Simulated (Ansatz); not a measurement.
**AlAs (F-43m): how the settings move a single-point run**

How sensitive is a single-point run of AlAs (F-43m) to its settings? A reference run comes first, then three runs with altered input.

Method: reference: DFT PBE, scalar-relativistic, plane waves, PAW, in Ansatz 0.2.0.

## 1. The structure to begin with

It takes space group F-43m (No. 216, cubic). Conventional cell: a = 5.661 Å, b = 5.661 Å, c = 5.661 Å, α = 90.00°, β = 90.00°, γ = 90.00°. Around Al (site symmetry -43m) lie 4 As at 2.45 Å. As (site symmetry -43m) is surrounded by 4 Al at 2.45 Å.

Coordinates:

```cif
data_structure
_symmetry_space_group_name_H-M 'F-43m'
_symmetry_Int_Tables_number 216
_cell_length_a 5.6608
_cell_length_b 5.6608
_cell_length_c 5.6608
_cell_angle_alpha 90.000
_cell_angle_beta 90.000
_cell_angle_gamma 90.000
_cell_volume 181.40
loop_
_atom_site_label
_atom_site_type_symbol
_atom_site_symmetry_multiplicity
_atom_site_Wyckoff_symbol
_atom_site_fract_x
_atom_site_fract_y
_atom_site_fract_z
_atom_site_occupancy
Al1 Al 4 a 0.00000 0.00000 0.00000 1
As1 As 4 c 0.25000 0.25000 0.25000 1
```

## 2. The reference run

input.yaml

```yaml
crystal:
  lattice:
    - [0.0, 2.83040004, 2.83040004]
    - [2.83040004, 0.0, 2.83040004]
    - [2.83040004, 2.83040004, 0.0]
  atoms:
    - { symbol: Al, position: [0.0, 0.0, 0.0] }
    - { symbol: As, position: [0.75, 0.75, 0.75] }
basis:
  ecutwfc: 420
  ecutrho_ratio: 4
kpoints:
  mp_grid: { grid: [8, 8, 8] }
hamiltonian:
  xc: pbe
scf:
  occupations: { method: gaussian, width: 0.05 }
output:
  forces: true
  stress: true
  eigenvalues: true
```

On the command line:

```
$ ansatz run input.yaml --threads 4 --pin off --max-ram 8192MiB --backend cpu --events-out ev --progress --plain --runs-dir out
```

The main lines of its log:

```text
[...]
Basis set: ecut = 420 eV, 893 PW (Γ), exchange–correlation on 54×54×54 points (8 copies of the dense FFT grid, shifted against one another)
[...]
k-points: 29 of 512 (time reversal used)
[...]
SCF iter   1: F=—  HF=-5394.602367 eV  |F-HF|=—  |Δ(HF+E_count)|=         —  Δρ=1.65e-3  dr2=2.27e-3  ethr=1.77e-3  ⟨swp⟩=5.4  Hψ=2263  notcnv=0
preconditioner: auto → none  [insulator: Δε(μ)=1.420 eV  Ē_g=9.908 eV  σ=0.050 eV  W_gap=1.00  n_scr=14 (ndim 8)  ℏωp=15.6 eV  f_vac=0.006  D(μ)=0.00/eV (n_scr^D=0)  ε∞_Penn≈3.5]
SCF iter   2: F=—  HF=-5394.601574 eV  |F-HF|=—  |Δ(HF+E_count)|=   7.93e-4  Δρ=4.94e-4  dr2=1.06e-4  ethr=1.26e-5  ⟨swp⟩=1.9  Hψ=675  notcnv=0
[...]
SCF iter   5: F=-5394.601586 eV  HF=-5394.601586 eV  |F-HF|=1.23e-9  |Δ(HF+E_count)|=   1.94e-7  Δρ=1.48e-6  dr2=6.48e-10  ethr=6.78e-10  ⟨swp⟩=2.0  Hψ=493  notcnv=0
SCF iter   6: F=-5394.601586 eV  HF=-5394.601586 eV  |F-HF|=1.41e-10  |Δ(HF+E_count)|=   1.60e-9  Δρ=3.25e-7  dr2=3.82e-11  ethr=3.60e-12  ⟨swp⟩=1.0  Hψ=1131  notcnv=0
[...]
SCF converged after 6 iterations
Free energy (F): -5394.601586 eV
[...]
E sigma→0 (E₀):  -5394.601586 eV
Fermi energy:    7.089453 eV
[...]
  P = ⅓ Tr σ = 2.5866 GPa (25.866 kbar)
[...]
```

It took 1.4 s on 4 threads of Arm Neoverse V1, shared host; peak memory 0.3 GiB.

## 3. Changed: xc_grid 4

Edit input.yaml of step 2 so:

```diff
@@ -11,2 +11,3 @@
   ecutrho_ratio: 4
+  xc_grid: 4
 kpoints:
@@ -20,2 +21 @@
   stress: true
-  eigenvalues: true
```

On the command line:

```
$ ansatz run input.yaml --threads 4 --pin off --max-ram 8192MiB --backend cpu --events-out ev --progress --plain --runs-dir out
```

What it wrote (excerpt; [...] marks lines left out):

```text
Warning: RAYON_NUM_THREADS=4 ignored (pool sized by the plan → 4); use --threads N
[...]
Pseudopotentials: kind: paw
Pseudopotential: Al, paw, valence charge 3, recommended cutoff 420 eV (normal), Al.paw.azcp
Pseudopotential: As, paw, valence charge 15, recommended cutoff 420 eV (normal), As.paw.azcp
Functional definition: PBE
[...]
Crystal: 2 atoms, lattice volume = 45.350 Å³
Basis set: ecut = 420 eV, 893 PW (Γ), exchange–correlation on 108×108×108 points (64 copies of the dense FFT grid, shifted against one another)
Bands: 13, of which v1, the nominal top of the filled ones, is band 9 counted from 1 (8 counted from 0)
Symmetry: 24 space group operations
Space group: F-43m (ITA 216), of the structure as read, at distance tolerance 3.6e-5 Å
k-points: 29 of 512 (time reversal used)
[...]
SCF iter   1: F=—  HF=-5394.602326 eV  |F-HF|=—  |Δ(HF+E_count)|=         —  Δρ=1.65e-3  dr2=2.27e-3  ethr=1.77e-3  ⟨swp⟩=5.4  Hψ=2263  notcnv=0
[...]
SCF iter   6: F=-5394.601587 eV  HF=-5394.601587 eV  |F-HF|=9.55e-11  |Δ(HF+E_count)|=   1.59e-9  Δρ=3.24e-7  dr2=3.39e-11  ethr=3.87e-12  ⟨swp⟩=1.0  Hψ=1131  notcnv=0
[...]
SCF converged after 6 iterations
Free energy (F): -5394.601587 eV
[...]
E sigma→0 (E₀):  -5394.601587 eV
Fermi energy:    7.089454 eV
[...]
--- Forces (eV/Å), atoms counted from 1 ---
  atom   1  Al    -0.00000000     0.00000000     0.00000000
  atom   2  As     0.00000000     0.00000000     0.00000000
[...]
--- Stress (GPa, compression-positive) ---
        2.586586       0.000000      -0.000000
        0.000000       2.586586       0.000000
       -0.000000       0.000000       2.586586
  P = ⅓ Tr σ = 2.5866 GPa (25.866 kbar)
```

Wall time 0.64 s (4 threads of Arm Neoverse V1, shared host); peak memory 0.35 GiB.

Changing the numerical grids leaves the energy as it was (0.0 meV/atom). Cost: 0.64 s against 1.4 s.

## 4. Changed: ecutwfc 14.7 Ry, dispersion d4

Edit input.yaml of step 2 so:

```diff
@@ -9,3 +9,3 @@
 basis:
-  ecutwfc: 420
+  ecutwfc: "14.7 Ry"
   ecutrho_ratio: 4
@@ -15,2 +15,3 @@
   xc: pbe
+  dispersion: d4
 scf:
@@ -20,2 +21 @@
   stress: true
-  eigenvalues: true
```

On the command line:

```
$ ansatz run input.yaml --threads 4 --pin off --max-ram 8192MiB --backend cpu --events-out ev --progress --plain --runs-dir out
```

What it wrote:

```text
Warning: basis.ecutwfc = 200.00368890801178 eV is below the records' recommended 420 eV, and the density's cutoff is lower with it unless basis.ecutrho_ratio is high enough to keep the records' density cutoff: compare with a run at a higher cutoff
Warning: basis.ecutrho_ratio = 4 (ecutrho = 800.0147556320471 eV) is below the records' recommended 1680 eV
Warning: RAYON_NUM_THREADS=4 ignored (pool sized by the plan → 4); use --threads N
Engine: ansatz 0.2.0, aarch64-unknown-linux-gnu
Pseudopotentials: kind: paw
Pseudopotential: Al, paw, valence charge 3, recommended cutoff 420 eV (normal), Al.paw.azcp
Pseudopotential: As, paw, valence charge 15, recommended cutoff 420 eV (normal), As.paw.azcp
Functional definition: PBE
  parameter kappa = 0.804
  parameter beta = 0.06672455060314922
  exchange = pbe_x(kappa = kappa, mu = beta*pi^2/3)
  correlation = pbe_c(beta = beta)
Crystal: 2 atoms, lattice volume = 45.350 Å³
Basis set: ecut = 200.00368890801178 eV, 283 PW (Γ), exchange–correlation on 40×40×40 points (8 copies of the dense FFT grid, shifted against one another)
Bands: 13, of which v1, the nominal top of the filled ones, is band 9 counted from 1 (8 counted from 0)
Symmetry: 24 space group operations
Space group: F-43m (ITA 216), of the structure as read, at distance tolerance 3.6e-5 Å
k-points: 29 of 512 (time reversal used)
Non-local potential: Al, projectors of the file, l = 0: 2, l = 1: 2, l = 2: 1
Non-local potential: As, projectors of the file, l = 0: 2, l = 1: 2, l = 2: 3, l = 3: 1
PAW form: soft (Blöchl's): semilocal exchange-correlation on the pseudo side does not see the compensation charge
PAW one-centre angular grid: Al, 110 points (default); XC on 64 Gauss nodes
PAW one-centre angular grid: As, 590 points (default); XC on 64 Gauss nodes
Initial density: superposition of atomic densities (neutral atoms: chi_scale 0, normalization atom), corrected by the library's trained network
Initial wavefunctions: pseudopotential atomic-orbital guess
Functional: x = pbe(κ = 0.804, μ = 0.2195149727645171), c = pbe(β = 0.06672455060314922)
SCF iter   1: F=—  HF=-5391.393397 eV  |F-HF|=—  |Δ(HF+E_count)|=         —  Δρ=1.18e-2  dr2=3.60e-2  ethr=1.77e-3  ⟨swp⟩=5.1  Hψ=2010  notcnv=0
preconditioner: auto → none  [insulator: Δε(μ)=1.446 eV  Ē_g=10.028 eV  σ=0.050 eV  W_gap=1.00  n_scr=14 (ndim 8)  ℏωp=15.6 eV  f_vac=0.009  D(μ)=0.00/eV (n_scr^D=0)  ε∞_Penn≈3.4]
SCF iter   2: F=—  HF=-5390.486928 eV  |F-HF|=—  |Δ(HF+E_count)|=   9.06e-1  Δρ=7.71e-3  dr2=4.43e-2  ethr=2.00e-4  ⟨swp⟩=3.6  Hψ=1171  notcnv=0
SCF iter   3: F=—  HF=-5390.390827 eV  |F-HF|=—  |Δ(HF+E_count)|=   9.61e-2  Δρ=4.19e-3  dr2=8.97e-3  ethr=2.00e-4  ⟨swp⟩=2.0  Hψ=754  notcnv=0
SCF iter   4: F=—  HF=-5390.386309 eV  |F-HF|=—  |Δ(HF+E_count)|=   4.52e-3  Δρ=1.38e-3  dr2=4.64e-4  ethr=4.98e-5  ⟨swp⟩=2.8  Hψ=744  notcnv=0
SCF iter   5: F=—  HF=-5390.386211 eV  |F-HF|=—  |Δ(HF+E_count)|=   9.76e-5  Δρ=9.70e-5  dr2=2.72e-6  ethr=2.58e-6  ⟨swp⟩=1.0  Hψ=393  notcnv=0
SCF iter   6: F=—  HF=-5390.386659 eV  |F-HF|=—  |Δ(HF+E_count)|=   4.48e-4  Δρ=1.83e-5  dr2=1.13e-7  ethr=1.51e-8  ⟨swp⟩=2.4  Hψ=627  notcnv=0
SCF iter   7: F=-5390.386659 eV  HF=-5390.386659 eV  |F-HF|=1.02e-10  |Δ(HF+E_count)|=   1.47e-8  Δρ=1.99e-6  dr2=9.07e-10  ethr=5.56e-10  ⟨swp⟩=3.5  Hψ=1036  notcnv=0
SCF 1 converged in 7 iterations: F = -5390.386659 eV  dr2 = 9.07e-10
SCF converged after 7 iterations
Free energy (F): -5390.386659 eV
Harris-Foulkes:  -5390.386659 eV  (|F-HF|=1.02e-10)
Internal energy: -5390.386659 eV  (E = F + TS)
E sigma→0 (E₀):  -5390.386659 eV
Fermi energy:    7.070026 eV
--- Per-component energies (eV) ---
  E_band       = -303.714084
  E_kinetic    = 131.437490
  E_local      = -2120.467879  (includes V_loc(G=0)·N_el)
  E_nonlocal   = -620.522442
  E_hartree    = 1137.028596
  E_xc         = -120.205786
  E_vxc        = -109.728360  (∫ρ·V_xc dr)
  E_paw        = -2340.644141  (= ΣΔE_a)
  E_vpaw       = 141.511980  (= ΣTr[D̂ρ^β])
  E_aug_tail   = -0.002350  (compensation charges beyond the density's cutoff)
  E_ewald      = -1456.336038
  E_disp       = -0.674109  (pairwise vdW)
  E_smearing   = -0.000000  (= −TS)
  E_closure    = 0.000000  (closes the sum)
  Σ components = -5390.386659   (vs F -5390.386659, Δ=0.00e0)
--- Forces (eV/Å), atoms counted from 1 ---
  atom   1  Al    -0.00000000     0.00000000     0.00000000
  atom   2  As     0.00000000     0.00000000     0.00000000
  max |Σ_I F_I| component: 1.72e-16 eV/Å
--- Stress (GPa, compression-positive) ---
        1.383213      -0.000000      -0.000000
       -0.000000       1.383213       0.000000
       -0.000000       0.000000       1.383213
  P = ⅓ Tr σ = 1.3832 GPa (13.832 kbar)
```

Run time: 0.4 s. Hardware: 4 threads of Arm Neoverse V1, shared host; peak memory 0.26 GiB.

Changing the cutoff and dispersion term moves the energy by +2.11 eV/atom, and the pressure goes from 2.6 to 1.4 GPa and the gap on the mesh goes from 1.44 to 1.51 eV. The dispersion term itself accounts for -337.1 meV/atom of it. The log warns that the cutoff is under what these potentials recommend, so the shift holds truncation error. Cost: 7 SCF cycles against 6, 0.4 s against 1.4 s.

## 5. Changing settings: occupations.method tetrahedron, chi_scale 0.3, mixing.algorithm broyden, mixing.beta 0.9, mixing.ndim 2, width left out

Edit input.yaml of step 2 so:

```diff
@@ -16,3 +16,5 @@
 scf:
-  occupations: { method: gaussian, width: 0.05 }
+  occupations: { method: tetrahedron }
+  initial_density: { chi_scale: 0.3 }
+  mixing: { algorithm: broyden, beta: 0.9, ndim: 2 }
 output:
@@ -20,2 +22,5 @@
   stress: true
-  eigenvalues: true
+  write_density: true
+  write_potential: true
+  elf: true
+  volumetric_format: npy
```

On the command line:

```
$ ansatz run input.yaml --threads 4 --pin off --max-ram 8192MiB --backend cpu --events-out ev --progress --plain --runs-dir out
```

What it wrote (excerpt; [...] marks lines left out):

```text
Warning: output.forces, output.stress, relax.cell or npt_langevin: where a Kohn–Sham band that disperses or a degenerate level is filled in part under the method tetrahedron, the forces or the stress that this run publishes need not agree with its energy (scf.occupations.method in the [...]
Warning: RAYON_NUM_THREADS=4 ignored (pool sized by the plan → 4); use --threads N
[...]
Pseudopotentials: kind: paw
Pseudopotential: Al, paw, valence charge 3, recommended cutoff 420 eV (normal), Al.paw.azcp
Pseudopotential: As, paw, valence charge 15, recommended cutoff 420 eV (normal), As.paw.azcp
Functional definition: PBE
[...]
Crystal: 2 atoms, lattice volume = 45.350 Å³
Basis set: ecut = 420 eV, 893 PW (Γ), exchange–correlation on 54×54×54 points (8 copies of the dense FFT grid, shifted against one another)
Bands: 13, of which v1, the nominal top of the filled ones, is band 9 counted from 1 (8 counted from 0)
Symmetry: 24 space group operations
Space group: F-43m (ITA 216), of the structure as read, at distance tolerance 3.6e-5 Å
[...]
SCF iter   7: F=-5394.601586 eV  HF=-5394.601586 eV  |F-HF|=1.11e-8  |Δ(HF+E_count)|=   7.31e-6  Δρ=1.03e-5  dr2=3.48e-8  ethr=5.56e-10  ⟨swp⟩=6.2  Hψ=2465  notcnv=0
[...]
SCF converged after 7 iterations
Stability not checked: this state was not tested for a lower state beside it, because cold or Methfessel-Paxton smearing, or corrected tetrahedra, fill the levels in a way that the test cannot read (fill_not_monotonic; see scf.lower_state_search)
Free energy (F): -5394.601586 eV
[...]
E sigma→0 (E₀):  -5394.601586 eV
Fermi energy:    6.366995 eV
[...]
--- Forces (eV/Å), atoms counted from 1 ---
  atom   1  Al    -0.00000000     0.00000000     0.00000000
  atom   2  As     0.00000000    -0.00000000     0.00000000
[...]
--- Stress (GPa, compression-positive) ---
        2.586223       0.000000      -0.000000
        0.000000       2.586223       0.000000
       -0.000000       0.000000       2.586223
  P = ⅓ Tr σ = 2.5862 GPa (25.862 kbar)
--- Band table (eV; the first three rows and the last of 29) ---
  k-point 0: bands = ["-28.0016", "-28.0016", "-28.0016", "-27.9910", "-27.9910", "-5.4965", "6.3670", "6.3670", "6.3670", "8.4210", "10.6706", "10.6706", "10.6706"]
[...]
```

Run time: 0.74 s. Hardware: 4 threads of Arm Neoverse V1, shared host; peak memory 0.29 GiB.

Changing the smearing, start and mixing hardly moves the energy: 0.0 meV/atom.

## 6. Comparison

| run | ending | energy change | pressure (GPa) | gap (eV) | force (eV/Å) | cycles | time |
| --- | --- | --- | --- | --- | --- | --- | --- |
| reference | converged | 0 | 2.6 | 1.44 | 0.00 | 6 | 1.4 s |
| 1: xc_grid 4 | converged | 0.0 meV/atom | 2.6 | 1.44 | 0.00 | 6 | 0.64 s |
| 2: ecutwfc 14.7 Ry, dispersion d4 | converged | +2.11 eV/atom (dispersion and other settings together) | 1.4 | 1.51 | 0.00 | 7 | 0.4 s |
| 3: occupations.method tetrahedron, chi_scale 0.3, mixing.algorithm broyden, mixing.beta 0.9, mixing.ndim 2, width left out | converged | 0.0 meV/atom (σ→0) | 2.6 | 1.44 | 0.00 | 7 | 0.74 s |

Times don't compare one to one where runs were asked for different outputs or read a saved state (see the inputs); cycles may leave out searches for a lower state.

Residual by cycle in the longest SCF loop of each run; runs are numbered as in the table. The quantity is the density residual dr2, in eV.

```csv
cycle,reference,run 1,run 2,run 3
1,0.00227,0.00227,0.036,0.45
2,1.1e-4,1.1e-4,0.0443,0.041
3,1.3e-5,1.3e-5,0.00897,8.4e-4
4,1.2e-7,1.2e-7,4.6e-4,4.7e-4
5,6.5e-10,7.0e-10,2.7e-6,9.5e-5
6,3.8e-11,3.4e-11,1.1e-7,3.8e-6
7,-,-,9.1e-10,3.5e-8
```

**Reading.** Of the converged runs whose energies compare with the reference's, none moves it noticeably. Run 2 ran under the cutoff that the potentials recommend, as the log warns, so basis error is mixed into its values.

These are semilocal Kohn-Sham gaps, which aren't the measured quantity. Such gaps usually fall short of the measured ones.
